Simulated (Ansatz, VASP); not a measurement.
MgF3: VASP beside Ansatz

```xyz
8
Lattice="4.5787 0.0000 0.0000 -2.2894 3.9653 0.0000 0.0000 0.0000 4.4065" Properties=species:S:1:pos:R:3 pbc="T T T"
Mg    0.0000    2.6435    1.1016
Mg    2.2894    1.3218    3.3049
F     2.2894    2.6020    1.1016
F    -1.1087    3.2837    3.3049
F     1.1807    0.6817    1.1016
F     0.0000    1.3633    3.3049
F     3.3981    0.6817    1.1016
F     1.1087    3.2837    3.3049
```

Alike in both runs: functional PBE; k mesh 6 × 6 × 4; occupations gaussian, width 0.1 eV; collinear spin.

Ansatz relaxed the structure, and its values are those at the end. VASP's run is a single point on that final structure, the one shown.

|  | VASP | Ansatz |
| --- | --- | --- |
| version | VASP 6.6.1 | Ansatz 0.2.0 |
| potentials or method | VASP PAW PBE potentials, release 64 (Mg, F) | scalar-relativistic, plane waves, PAW |
| plane-wave cutoff (eV) | 520 | 420 |
| valence electrons in the cell | 46 | 62 |

VASP gave:

| Item | Value |
| --- | --- |
| gap on the k mesh at the Fermi level (eV) | none |
| pressure (GPa) | -0.6 |
| rms of the force components (eV/Å) | 0.005 |
| net moment per atom (μB) | 0.25 |
| size of the moment on the site where the two differ most (μB) | 0.32 |

What did Ansatz give for the same quantities?

gap on the k mesh at the Fermi level (eV): none; pressure (GPa): 0.2; rms of the force components (eV/Å): 0.011; net moment per atom (μB): 0.25; size of the moment on the site where the two differ most (μB): 0.34.

Site moments also hang on the region over which each program counts them. A gap of «none» marks a metal or a gap that the smearing closes. The two sets of potentials don't hold the same shells in valence.
